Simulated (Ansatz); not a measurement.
# K4Cl3: phonons across the zone

The calculation used DFT PBE, scalar-relativistic, plane waves, PAW in Ansatz. Plane waves to 420 eV; Γ-centred k mesh 6×6×8; Fermi-Dirac smearing of 0.15 eV. No spin polarisation. Phonons by linear response, acoustic sum rule imposed.

The cell, relaxed at this level:
```
K Cl
1.0
     9.44474    0.00000    0.00000
    -4.72237    8.17938    0.00000
     0.00000    0.00000    4.40676
K Cl
4 3
Direct
  0.17505 0.82495 0.50000
  0.17505 0.35009 0.50000
  0.64991 0.82495 0.50000
  0.66667 0.33333 0.00000
  0.81456 0.18544 0.50000
  0.81456 0.62911 0.50000
  0.37089 0.18544 0.50000
```

The cell was found from a structure generator's guess, not taken from experiment. In a metal, frequencies and elastic constants depend on the k mesh and the smearing, soft modes and shear constants most. Some empty bands missed the eigensolver's threshold. The q mesh is coarse, so values between its points are rough.

Force constants from linear response on a 1×1×2 q mesh.

Path: Γ–M–K–Γ–A–L–H–A | L–M | H–K. Only the points of the 1×1×2 mesh were computed; the rest is interpolation, which is rough on so few points. At q = (0.000, 0.000, -0.500) a computed mode is imaginary, 42i cm⁻¹, so the cell is unstable at this level. Distance along the path (Å⁻¹), then the branches (cm⁻¹, negative for imaginary):
```
0.000  -35 -35 -34 -15 0 0 0 34 34 48 48 90 103 106 106 150 151 151 174 174 182
0.096  -36 -35 -33 -15 -6 17 20 34 34 49 50 90 101 106 106 144 149 154 173 176 184
0.192  -37 -35 -31 -12 -10 27 33 35 37 53 55 90 97 104 105 136 143 155 172 179 187
0.288  -38 -35 -29 -16 10 29 33 36 48 61 66 90 92 101 102 131 138 156 171 182 189
0.384  -38 -35 -28 -18 15 28 33 36 51 66 74 87 90 98 101 129 135 156 171 182 190
0.440  -38 -35 -28 -18 16 29 33 36 50 67 74 87 90 98 101 127 137 155 172 182 190
0.495  -38 -35 -27 -19 19 32 33 36 47 69 74 88 90 96 100 125 140 152 174 182 191
0.550  -38 -35 -26 -20 21 33 36 36 45 72 74 88 90 95 99 123 142 149 176 181 191
0.606  -38 -35 -26 -20 22 33 36 37 43 74 75 88 90 94 99 123 144 148 176 180 191
0.717  -38 -35 -28 -18 18 33 35 36 44 67 70 90 91 98 101 125 142 151 175 181 190
0.828  -37 -35 -30 -14 -3 30 33 35 40 54 60 90 96 104 104 133 144 154 173 179 188
0.939  -36 -35 -32 -14 -7 19 22 34 34 49 51 90 100 105 106 143 148 154 173 176 184
1.049  -35 -35 -34 -15 0 0 0 34 34 48 48 90 103 106 106 150 151 151 174 174 182
1.228  -21 -18 -18 -7 -4 -4 30 42 42 49 49 93 102 103 103 148 151 151 173 173 182
1.406  -32 -4 -4 42 43 43 45 45 61 61 63 91 96 96 106 143 150 150 172 172 181
1.584  -39 -2 -2 48 48 57 62 62 71 71 82 89 89 89 113 139 150 150 171 171 181
1.762  -42 -4 -4 52 52 62 66 66 70 70 80 89 89 96 116 137 149 149 171 171 181
1.858  -39 7 14 52 53 62 66 66 71 71 80 89 89 96 116 135 147 149 170 172 182
1.954  -32 17 28 52 55 61 66 66 71 72 78 89 89 96 115 130 141 149 170 175 185
2.050  -25 27 39 52 58 61 66 66 71 72 75 89 90 95 114 124 136 149 170 178 187
2.146  -23 30 44 53 59 61 65 66 71 72 73 89 90 95 114 122 133 149 170 179 188
2.202  -21 29 44 54 59 61 64 66 71 72 73 89 90 95 114 122 134 148 171 178 188
2.257  -17 26 45 55 60 61 64 68 71 71 73 89 90 95 114 120 135 145 172 178 188
2.313  -10 23 44 58 62 62 63 68 69 70 73 89 90 95 114 119 138 142 174 177 188
2.368  2 21 44 59 62 62 63 67 69 70 73 89 90 95 114 119 139 141 175 176 189
2.479  -17 23 44 53 61 61 63 68 70 72 73 89 90 95 114 121 138 144 173 177 188
2.590  -29 18 34 51 57 61 65 67 71 72 77 89 90 95 115 127 141 147 171 176 186
2.701  -38 8 17 52 54 62 66 66 71 71 79 89 89 96 116 134 146 149 170 172 183
2.812  -42 -4 -4 52 52 62 66 66 70 70 80 89 89 96 116 137 149 149 171 171 181
2.901  -22 29 44 54 59 60 64 65 71 72 74 88 89 93 114 122 133 149 170 179 188
3.079  -13 23 45 51 53 54 57 64 66 67 75 80 88 89 108 124 134 151 170 180 188
3.257  12 22 26 26 29 46 48 52 53 62 70 83 93 96 99 127 134 154 171 181 189
3.435  -34 -31 -24 -6 14 27 36 38 51 65 74 86 91 98 100 129 135 156 171 182 190
3.525  2 21 44 59 62 62 63 67 69 70 73 89 90 95 114 119 139 141 175 176 189
3.703  14 20 43 58 58 61 62 65 70 70 71 86 88 88 112 119 140 142 176 176 189
3.881  19 26 41 42 43 43 59 60 63 67 69 78 89 91 104 120 141 144 176 178 190
4.059  -20 -17 8 21 28 35 40 44 46 72 73 85 93 95 97 122 143 147 176 180 191
4.237  -38 -35 -26 -20 22 33 36 37 43 74 75 88 90 94 99 123 144 148 176 180 191
```
